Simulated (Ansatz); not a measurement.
# SnSe (Fm-3m): the equilibrium volume

At what volume is SnSe (Fm-3m) free of pressure?

Method: DFT PBE, scalar-relativistic, plane waves, PAW, in Ansatz 0.2.0.

### 1 The system as given

It takes space group Fm-3m (No. 225, cubic). The conventional cell has a = 6.040 Å, b = 6.040 Å, c = 6.040 Å, α = 90.00°, β = 90.00°, γ = 90.00°. Around Sn (site symmetry m-3m) lie 6 Se at 3.02 Å. Around Se (site symmetry m-3m) lie 6 Sn at 3.02 Å.

As a file:

```
Sn Se
1.0
     0.00000    3.02000    3.02000
     3.02000    0.00000    3.02000
     3.02000    3.02000    0.00000
Sn Se
1 1
Direct
  0.00000 0.00000 0.00000
  0.50000 0.50000 0.50000
```

### 2 The first run

Contents of input.yaml:

```yaml
crystal:
  lattice:
    - [0.0, 3.0200000735, 3.0200000735]
    - [3.0200000735, 0.0, 3.0200000735]
    - [3.0200000735, 3.0200000735, 0.0]
  atoms:
    - { symbol: Sn, position: [0.0, 0.0, 0.0] }
    - { symbol: Se, position: [0.5, 0.5, 0.5] }
basis:
  ecutwfc: 420
  ecutrho_ratio: 4
kpoints:
  mp_grid: { grid: [10, 10, 10] }
hamiltonian:
  xc: pbe
scf:
  occupations: { method: gaussian, width: 0.05 }
output:
  forces: true
  stress: true
  eigenvalues: true
```

Launch:

```sh
$ ansatz run input.yaml --threads 8 --pin off --max-ram 15360MiB --backend cpu --events-out ev --progress --plain --runs-dir out
```

The program printed:

```text
Warning: RAYON_NUM_THREADS=8 ignored (pool sized by the plan → 8); use --threads N
Engine: ansatz 0.2.0, aarch64-unknown-linux-gnu
Pseudopotentials: kind: paw
Pseudopotential: Sn, paw, valence charge 14, recommended cutoff 420 eV (normal), Sn.paw.azcp
Pseudopotential: Se, paw, valence charge 16, recommended cutoff 420 eV (normal), Se.paw.azcp
Functional definition: PBE
  parameter kappa = 0.804
  parameter beta = 0.06672455060314922
  exchange = pbe_x(kappa = kappa, mu = beta*pi^2/3)
  correlation = pbe_c(beta = beta)
Crystal: 2 atoms, lattice volume = 55.087 Å³
Basis set: ecut = 420 eV, 1067 PW (Γ), exchange–correlation on 60×60×60 points (8 copies of the dense FFT grid, shifted against one another)
Bands: 19, of which v1, the nominal top of the filled ones, is band 15 counted from 1 (14 counted from 0)
Symmetry: 48 space group operations
Space group: Fm-3m (ITA 225), of the structure as read, at distance tolerance 3.8e-5 Å
k-points: 47 of 1000
Non-local potential: Sn, projectors of the file, l = 0: 2, l = 1: 2, l = 2: 2, l = 3: 2
Non-local potential: Se, projectors of the file, l = 0: 2, l = 1: 2, l = 2: 3, l = 3: 1
PAW form: soft (Blöchl's): semilocal exchange-correlation on the pseudo side does not see the compensation charge
PAW one-centre angular grid: Sn, 590 points (default); XC on 64 Gauss nodes
PAW one-centre angular grid: Se, 590 points (default); XC on 64 Gauss nodes
Initial density: superposition of atomic densities (neutral atoms: chi_scale 0, normalization atom), corrected by the library's trained network
Initial wavefunctions: pseudopotential atomic-orbital guess
Functional: x = pbe(κ = 0.804, μ = 0.2195149727645171), c = pbe(β = 0.06672455060314922)
SCF iter   1: F=—  HF=-11494.159155 eV  |F-HF|=—  |Δ(HF+E_count)|=         —  Δρ=5.38e-4  dr2=1.36e-4  ethr=1.77e-3  ⟨swp⟩=5.9  Hψ=4308  notcnv=0
preconditioner: auto → none  [insulator: Δε(μ)=0.495 eV  Ē_g=17.366 eV  σ=0.050 eV  W_gap=1.00  n_scr=14 (ndim 8)  ℏωp=22.4 eV  f_vac=0.016  D(μ)=0.00/eV (n_scr^D=0)  ε∞_Penn≈2.7]
SCF iter   2: F=—  HF=-11494.158295 eV  |F-HF|=—  |Δ(HF+E_count)|=   8.61e-4  Δρ=3.99e-4  dr2=4.89e-5  ethr=4.55e-7  ⟨swp⟩=2.9  Hψ=2093  notcnv=0
SCF iter   3: F=—  HF=-11494.158300 eV  |F-HF|=—  |Δ(HF+E_count)|=   5.21e-6  Δρ=2.04e-4  dr2=1.15e-5  ethr=1.63e-7  ⟨swp⟩=2.0  Hψ=1598  notcnv=0
SCF iter   4: F=—  HF=-11494.158323 eV  |F-HF|=—  |Δ(HF+E_count)|=   2.25e-5  Δρ=7.67e-5  dr2=3.14e-6  ethr=3.84e-8  ⟨swp⟩=2.0  Hψ=1598  notcnv=0
SCF iter   5: F=—  HF=-11494.158321 eV  |F-HF|=—  |Δ(HF+E_count)|=   1.50e-6  Δρ=4.42e-5  dr2=1.03e-6  ethr=1.05e-8  ⟨swp⟩=2.0  Hψ=1135  notcnv=0
SCF iter   6: F=-11494.158320 eV  HF=-11494.158320 eV  |F-HF|=9.66e-8  |Δ(HF+E_count)|=   7.77e-7  Δρ=1.15e-5  dr2=5.99e-8  ethr=3.33e-10  ⟨swp⟩=3.0  Hψ=4026  notcnv=0
SCF 1 converged in 6 iterations: F = -11494.158320 eV  dr2 = 5.99e-8
SCF converged after 6 iterations
Free energy (F): -11494.158320 eV
Harris-Foulkes:  -11494.158320 eV  (|F-HF|=9.66e-8)
Internal energy: -11494.158320 eV  (E = F + TS)
E sigma→0 (E₀):  -11494.158320 eV
Fermi energy:    9.185330 eV
--- Per-component energies (eV) ---
  E_band       = -480.001189
  E_kinetic    = 302.966141
  E_local      = -3340.455800  (includes V_loc(G=0)·N_el)
  E_nonlocal   = -628.575330
  E_hartree    = 1755.551977
  E_xc         = -487.538233
  E_vxc        = -194.743016  (∫ρ·V_xc dr)
  E_paw        = -6043.860943  (= ΣΔE_a)
  E_vpaw       = -130.279957  (= ΣTr[D̂ρ^β])
  E_aug_tail   = -0.000570  (compensation charges beyond the density's cutoff)
  E_ewald      = -3052.245562
  E_smearing   = -0.000000  (= −TS)
  E_closure    = -0.000000  (closes the sum)
  Σ components = -11494.158320   (vs F -11494.158320, Δ=0.00e0)
--- Forces (eV/Å), atoms counted from 1 ---
  atom   1  Sn    -0.00000000     0.00000000     0.00000000
  atom   2  Se     0.00000000     0.00000000    -0.00000000
  max |Σ_I F_I| component: 1.59e-29 eV/Å
--- Stress (GPa, compression-positive) ---
        0.518707      -0.000000       0.000000
        0.000000       0.518707      -0.000000
       -0.000000       0.000000       0.518707
  P = ⅓ Tr σ = 0.5187 GPa (5.187 kbar)
--- Band table (eV; the first three rows and the last of 47) ---
  k-point 0: bands = ["-38.7030", "-38.7030", "-38.7014", "-38.7014", "-38.7014", "-12.6759", "-12.6759", "-12.6759", "-12.6729", "-12.6729", "-4.8615", "3.8382", "6.7780", "6.7780", "6.7780", "13.2174", "13.2174", "13.2174", "14.8208"]
  k-point 1: bands = ["-38.7030", "-38.7030", "-38.7014", "-38.7014", "-38.7014", "-12.6757", "-12.6754", "-12.6754", "-12.6730", "-12.6730", "-4.7924", "3.4603", "6.7903", "6.7903", "7.0801", "12.6140", "12.7209", "12.7209", "14.8016"]
  k-point 2: bands = ["-38.7030", "-38.7030", "-38.7014", "-38.7014", "-38.7014", "-12.6764", "-12.6764", "-12.6751", "-12.6708", "-12.6708", "-4.5983", "2.6591", "6.8310", "6.8310", "7.6636", "11.5687", "11.8114", "11.8114", "14.8982"]
  k-point 46: bands = ["-38.7030", "-38.7030", "-38.7014", "-38.7014", "-38.7013", "-12.6922", "-12.6743", "-12.6711", "-12.6673", "-12.6592", "-3.6594", "2.1172", "4.0424", "4.5784", "7.7064", "10.9151", "13.2606", "14.0610", "15.3858"]
```

Wall time 0.45 s (8 threads of Arm Neoverse V2, shared host); peak memory 0.41 GiB.

Read off: volume 27.544 Å³/atom, pressure 0.52 GPa, mesh gap 0.50 eV.

### 3 Next volume: 27.654 Å³/atom

input.yaml: that of step 2 with these lines changed.

```diff
@@ -2,5 +2,5 @@
   lattice:
-    - [0.0, 3.0200000735, 3.0200000735]
-    - [3.0200000735, 0.0, 3.0200000735]
-    - [3.0200000735, 3.0200000735, 0.0]
+    - [0.0, 3.0240213833, 3.0240213833]
+    - [3.0240213833, 0.0, 3.0240213833]
+    - [3.0240213833, 3.0240213833, 0.0]
   atoms:
```

Launch:

```sh
$ ansatz run input.yaml --threads 8 --pin off --max-ram 15360MiB --backend cpu --events-out ev --progress --plain --runs-dir out
```

The program printed:

```text
Warning: RAYON_NUM_THREADS=8 ignored (pool sized by the plan → 8); use --threads N
Engine: ansatz 0.2.0, aarch64-unknown-linux-gnu
Pseudopotentials: kind: paw
Pseudopotential: Sn, paw, valence charge 14, recommended cutoff 420 eV (normal), Sn.paw.azcp
Pseudopotential: Se, paw, valence charge 16, recommended cutoff 420 eV (normal), Se.paw.azcp
Functional definition: PBE
  parameter kappa = 0.804
  parameter beta = 0.06672455060314922
  exchange = pbe_x(kappa = kappa, mu = beta*pi^2/3)
  correlation = pbe_c(beta = beta)
Crystal: 2 atoms, lattice volume = 55.308 Å³
Basis set: ecut = 420 eV, 1067 PW (Γ), exchange–correlation on 60×60×60 points (8 copies of the dense FFT grid, shifted against one another)
Bands: 19, of which v1, the nominal top of the filled ones, is band 15 counted from 1 (14 counted from 0)
Symmetry: 48 space group operations
Space group: Fm-3m (ITA 225), of the structure as read, at distance tolerance 3.8e-5 Å
k-points: 47 of 1000
Non-local potential: Sn, projectors of the file, l = 0: 2, l = 1: 2, l = 2: 2, l = 3: 2
Non-local potential: Se, projectors of the file, l = 0: 2, l = 1: 2, l = 2: 3, l = 3: 1
PAW form: soft (Blöchl's): semilocal exchange-correlation on the pseudo side does not see the compensation charge
PAW one-centre angular grid: Sn, 590 points (default); XC on 64 Gauss nodes
PAW one-centre angular grid: Se, 590 points (default); XC on 64 Gauss nodes
Initial density: superposition of atomic densities (neutral atoms: chi_scale 0, normalization atom), corrected by the library's trained network
Initial wavefunctions: pseudopotential atomic-orbital guess
Functional: x = pbe(κ = 0.804, μ = 0.2195149727645171), c = pbe(β = 0.06672455060314922)
SCF iter   1: F=—  HF=-11494.159726 eV  |F-HF|=—  |Δ(HF+E_count)|=         —  Δρ=5.42e-4  dr2=1.41e-4  ethr=1.77e-3  ⟨swp⟩=5.9  Hψ=4307  notcnv=0
preconditioner: auto → none  [insulator: Δε(μ)=0.492 eV  Ē_g=17.353 eV  σ=0.050 eV  W_gap=1.00  n_scr=14 (ndim 8)  ℏωp=22.3 eV  f_vac=0.017  D(μ)=0.00/eV (n_scr^D=0)  ε∞_Penn≈2.7]
SCF iter   2: F=—  HF=-11494.158874 eV  |F-HF|=—  |Δ(HF+E_count)|=   8.52e-4  Δρ=4.02e-4  dr2=5.00e-5  ethr=4.71e-7  ⟨swp⟩=2.9  Hψ=2089  notcnv=0
SCF iter   3: F=—  HF=-11494.158878 eV  |F-HF|=—  |Δ(HF+E_count)|=   3.97e-6  Δρ=2.07e-4  dr2=1.20e-5  ethr=1.67e-7  ⟨swp⟩=2.0  Hψ=1598  notcnv=0
SCF iter   4: F=—  HF=-11494.158901 eV  |F-HF|=—  |Δ(HF+E_count)|=   2.31e-5  Δρ=8.33e-5  dr2=3.74e-6  ethr=4.00e-8  ⟨swp⟩=2.0  Hψ=1598  notcnv=0
SCF iter   5: F=—  HF=-11494.158899 eV  |F-HF|=—  |Δ(HF+E_count)|=   1.78e-6  Δρ=4.71e-5  dr2=1.16e-6  ethr=1.25e-8  ⟨swp⟩=2.0  Hψ=1142  notcnv=0
SCF iter   6: F=-11494.158898 eV  HF=-11494.158898 eV  |F-HF|=8.43e-8  |Δ(HF+E_count)|=   8.93e-7  Δρ=1.09e-5  dr2=5.21e-8  ethr=3.33e-10  ⟨swp⟩=3.1  Hψ=4062  notcnv=0
SCF 1 converged in 6 iterations: F = -11494.158898 eV  dr2 = 5.21e-8
SCF converged after 6 iterations
Free energy (F): -11494.158898 eV
Harris-Foulkes:  -11494.158898 eV  (|F-HF|=8.43e-8)
Internal energy: -11494.158898 eV  (E = F + TS)
E sigma→0 (E₀):  -11494.158898 eV
Fermi energy:    9.129224 eV
--- Per-component energies (eV) ---
  E_band       = -481.501845
  E_kinetic    = 302.861654
  E_local      = -3347.000207  (includes V_loc(G=0)·N_el)
  E_nonlocal   = -628.579646
  E_hartree    = 1758.089859
  E_xc         = -487.489533
  E_vxc        = -194.675755  (∫ρ·V_xc dr)
  E_paw        = -6043.853754  (= ΣΔE_a)
  E_vpaw       = -130.271293  (= ΣTr[D̂ρ^β])
  E_aug_tail   = -0.000551  (compensation charges beyond the density's cutoff)
  E_ewald      = -3048.186720
  E_smearing   = -0.000000  (= −TS)
  E_closure    = -0.000000  (closes the sum)
  Σ components = -11494.158898   (vs F -11494.158898, Δ=0.00e0)
--- Forces (eV/Å), atoms counted from 1 ---
  atom   1  Sn    -0.00000000     0.00000000     0.00000000
  atom   2  Se     0.00000000    -0.00000000     0.00000000
  max |Σ_I F_I| component: 1.66e-29 eV/Å
--- Stress (GPa, compression-positive) ---
        0.317613      -0.000000       0.000000
        0.000000       0.317613       0.000000
        0.000000       0.000000       0.317613
  P = ⅓ Tr σ = 0.3176 GPa (3.176 kbar)
--- Band table (eV; the first three rows and the last of 47) ---
  k-point 0: bands = ["-38.7502", "-38.7502", "-38.7487", "-38.7487", "-38.7487", "-12.7345", "-12.7345", "-12.7345", "-12.7313", "-12.7313", "-4.8922", "3.7682", "6.7321", "6.7321", "6.7321", "13.1449", "13.1449", "13.1449", "14.7682"]
  k-point 1: bands = ["-38.7502", "-38.7502", "-38.7487", "-38.7487", "-38.7487", "-12.7343", "-12.7340", "-12.7340", "-12.7314", "-12.7314", "-4.8237", "3.3965", "6.7443", "6.7443", "7.0288", "12.5454", "12.6527", "12.6527", "14.7472"]
  k-point 2: bands = ["-38.7502", "-38.7502", "-38.7487", "-38.7486", "-38.7486", "-12.7348", "-12.7348", "-12.7337", "-12.7294", "-12.7294", "-4.6311", "2.6050", "6.7849", "6.7849", "7.6056", "11.5031", "11.7488", "11.7488", "14.8425"]
  k-point 46: bands = ["-38.7502", "-38.7502", "-38.7486", "-38.7486", "-38.7485", "-12.7502", "-12.7330", "-12.7296", "-12.7260", "-12.7181", "-3.7024", "2.0699", "4.0103", "4.5438", "7.6511", "10.8516", "13.2014", "13.9888", "15.3121"]
```

Run time: 0.45 s. Hardware: 8 threads of Arm Neoverse V2, shared host; peak memory 0.41 GiB.

Read off: volume 27.654 Å³/atom, pressure 0.32 GPa, gap on the mesh 0.49 eV.

### 4 Next volume: 27.833 Å³/atom

input.yaml: that of step 3 with these lines changed.

```diff
@@ -2,5 +2,5 @@
   lattice:
-    - [0.0, 3.0240213833, 3.0240213833]
-    - [3.0240213833, 0.0, 3.0240213833]
-    - [3.0240213833, 3.0240213833, 0.0]
+    - [0.0, 3.0305349649, 3.0305349649]
+    - [3.0305349649, 0.0, 3.0305349649]
+    - [3.0305349649, 3.0305349649, 0.0]
   atoms:
```

Launch:

```sh
$ ansatz run input.yaml --threads 8 --pin off --max-ram 15360MiB --backend cpu --events-out ev --progress --plain --runs-dir out
```

The program printed:

```text
Warning: RAYON_NUM_THREADS=8 ignored (pool sized by the plan → 8); use --threads N
Engine: ansatz 0.2.0, aarch64-unknown-linux-gnu
Pseudopotentials: kind: paw
Pseudopotential: Sn, paw, valence charge 14, recommended cutoff 420 eV (normal), Sn.paw.azcp
Pseudopotential: Se, paw, valence charge 16, recommended cutoff 420 eV (normal), Se.paw.azcp
Functional definition: PBE
  parameter kappa = 0.804
  parameter beta = 0.06672455060314922
  exchange = pbe_x(kappa = kappa, mu = beta*pi^2/3)
  correlation = pbe_c(beta = beta)
Crystal: 2 atoms, lattice volume = 55.666 Å³
Basis set: ecut = 420 eV, 1067 PW (Γ), exchange–correlation on 60×60×60 points (8 copies of the dense FFT grid, shifted against one another)
Bands: 19, of which v1, the nominal top of the filled ones, is band 15 counted from 1 (14 counted from 0)
Symmetry: 48 space group operations
Space group: Fm-3m (ITA 225), of the structure as read, at distance tolerance 3.8e-5 Å
k-points: 47 of 1000
Non-local potential: Sn, projectors of the file, l = 0: 2, l = 1: 2, l = 2: 2, l = 3: 2
Non-local potential: Se, projectors of the file, l = 0: 2, l = 1: 2, l = 2: 3, l = 3: 1
PAW form: soft (Blöchl's): semilocal exchange-correlation on the pseudo side does not see the compensation charge
PAW one-centre angular grid: Sn, 590 points (default); XC on 64 Gauss nodes
PAW one-centre angular grid: Se, 590 points (default); XC on 64 Gauss nodes
Initial density: superposition of atomic densities (neutral atoms: chi_scale 0, normalization atom), corrected by the library's trained network
Initial wavefunctions: pseudopotential atomic-orbital guess
Functional: x = pbe(κ = 0.804, μ = 0.2195149727645171), c = pbe(β = 0.06672455060314922)
SCF iter   1: F=—  HF=-11494.160091 eV  |F-HF|=—  |Δ(HF+E_count)|=         —  Δρ=5.46e-4  dr2=1.47e-4  ethr=1.77e-3  ⟨swp⟩=5.9  Hψ=4314  notcnv=0
preconditioner: auto → none  [insulator: Δε(μ)=0.488 eV  Ē_g=17.333 eV  σ=0.050 eV  W_gap=1.00  n_scr=14 (ndim 8)  ℏωp=22.3 eV  f_vac=0.017  D(μ)=0.00/eV (n_scr^D=0)  ε∞_Penn≈2.6]
SCF iter   2: F=—  HF=-11494.159222 eV  |F-HF|=—  |Δ(HF+E_count)|=   8.69e-4  Δρ=3.94e-4  dr2=4.86e-5  ethr=4.89e-7  ⟨swp⟩=3.0  Hψ=2092  notcnv=0
SCF iter   3: F=—  HF=-11494.159229 eV  |F-HF|=—  |Δ(HF+E_count)|=   6.81e-6  Δρ=2.03e-4  dr2=1.16e-5  ethr=1.62e-7  ⟨swp⟩=2.0  Hψ=1598  notcnv=0
SCF iter   4: F=—  HF=-11494.159251 eV  |F-HF|=—  |Δ(HF+E_count)|=   2.28e-5  Δρ=8.33e-5  dr2=3.88e-6  ethr=3.86e-8  ⟨swp⟩=2.0  Hψ=1598  notcnv=0
SCF iter   5: F=—  HF=-11494.159249 eV  |F-HF|=—  |Δ(HF+E_count)|=   1.89e-6  Δρ=4.47e-5  dr2=1.08e-6  ethr=1.29e-8  ⟨swp⟩=2.0  Hψ=1168  notcnv=0
SCF iter   6: F=-11494.159249 eV  HF=-11494.159249 eV  |F-HF|=5.19e-8  |Δ(HF+E_count)|=   8.33e-7  Δρ=8.61e-6  dr2=3.27e-8  ethr=3.33e-10  ⟨swp⟩=3.0  Hψ=4034  notcnv=0
SCF 1 converged in 6 iterations: F = -11494.159249 eV  dr2 = 3.27e-8
SCF converged after 6 iterations
Free energy (F): -11494.159249 eV
Harris-Foulkes:  -11494.159249 eV  (|F-HF|=5.19e-8)
Internal energy: -11494.159249 eV  (E = F + TS)
E sigma→0 (E₀):  -11494.159249 eV
Fermi energy:    9.038879 eV
--- Per-component energies (eV) ---
  E_band       = -483.916288
  E_kinetic    = 302.694065
  E_local      = -3357.569158  (includes V_loc(G=0)·N_el)
  E_nonlocal   = -628.586314
  E_hartree    = 1762.191484
  E_xc         = -487.411162
  E_vxc        = -194.567541  (∫ρ·V_xc dr)
  E_paw        = -6043.842420  (= ΣΔE_a)
  E_vpaw       = -130.256948  (= ΣTr[D̂ρ^β])
  E_aug_tail   = -0.000546  (compensation charges beyond the density's cutoff)
  E_ewald      = -3041.635199
  E_smearing   = -0.000000  (= −TS)
  E_closure    = -0.000000  (closes the sum)
  Σ components = -11494.159249   (vs F -11494.159249, Δ=0.00e0)
--- Forces (eV/Å), atoms counted from 1 ---
  atom   1  Sn    -0.00000000     0.00000000    -0.00000000
  atom   2  Se     0.00000000    -0.00000000     0.00000000
  max |Σ_I F_I| component: 1.97e-29 eV/Å
--- Stress (GPa, compression-positive) ---
       -0.000411       0.000000      -0.000000
       -0.000000      -0.000411       0.000000
       -0.000000       0.000000      -0.000411
  P = ⅓ Tr σ = -0.0004 GPa (-0.004 kbar)
--- Band table (eV; the first three rows and the last of 47) ---
  k-point 0: bands = ["-38.8261", "-38.8261", "-38.8246", "-38.8246", "-38.8246", "-12.8289", "-12.8289", "-12.8289", "-12.8254", "-12.8254", "-4.9417", "3.6558", "6.6582", "6.6582", "6.6582", "13.0283", "13.0283", "13.0283", "14.6835"]
  k-point 1: bands = ["-38.8261", "-38.8261", "-38.8246", "-38.8246", "-38.8246", "-12.8287", "-12.8283", "-12.8283", "-12.8256", "-12.8256", "-4.8740", "3.2937", "6.6703", "6.6703", "6.9466", "12.4348", "12.5430", "12.5430", "14.6598"]
  k-point 2: bands = ["-38.8261", "-38.8261", "-38.8245", "-38.8245", "-38.8245", "-12.8290", "-12.8290", "-12.8281", "-12.8238", "-12.8238", "-4.6840", "2.5177", "6.7108", "6.7108", "7.5125", "11.3975", "11.6479", "11.6479", "14.7528"]
  k-point 46: bands = ["-38.8261", "-38.8260", "-38.8245", "-38.8245", "-38.8244", "-12.8437", "-12.8273", "-12.8237", "-12.8206", "-12.8129", "-3.7715", "1.9938", "3.9586", "4.4881", "7.5621", "10.7496", "13.1058", "13.8723", "15.1938"]
```

Run time: 0.45 s. Hardware: 8 threads of Arm Neoverse V2, shared host; peak memory 0.41 GiB.

In short: volume 27.833 Å³/atom, pressure 0.00 GPa, mesh gap 0.49 eV.

### 5 The volume search in one table

```
step  level      mesh  relaxed  volume (Å³/atom)  pressure (GPa)
   2    PBE  10×10×10  nothing            27.544            0.52
   3    PBE  10×10×10  nothing            27.654            0.32
   4    PBE  10×10×10  nothing            27.833            0.00
```

The cell before and after:

| cell as typed | before | after | change |
| --- | --- | --- | --- |
| a (Å) | 4.271 | 4.286 | +0.3 % |
| b (Å) | 4.271 | 4.286 | +0.3 % |
| c (Å) | 4.271 | 4.286 | +0.3 % |
| volume (Å³/atom) | 27.544 | 27.833 | +1.1 % |
| shortest distance (Å) | 3.020 | 3.031 | +0.3 % |
| space group | Fm-3m | Fm-3m | same |

### 6 Results

```
         quantity                                                                      value
           volume                                                             27.833 Å³/atom
         pressure                                                                   0.00 GPa
conventional cell  a = 6.061 Å, b = 6.061 Å, c = 6.061 Å, α = 90.00°, β = 90.00°, γ = 90.00°
  gap on the mesh                                                                    0.49 eV
```

What this shows: Over the 3 runs shown the cell moved from 27.54 to 27.83 Å³/atom, a change of +1.1 %, where the pressure is zero within 0.01 GPa.

The gaps are Kohn-Sham values of a semilocal functional, not quasiparticle or optical gaps. Such gaps usually fall short of the measured ones.
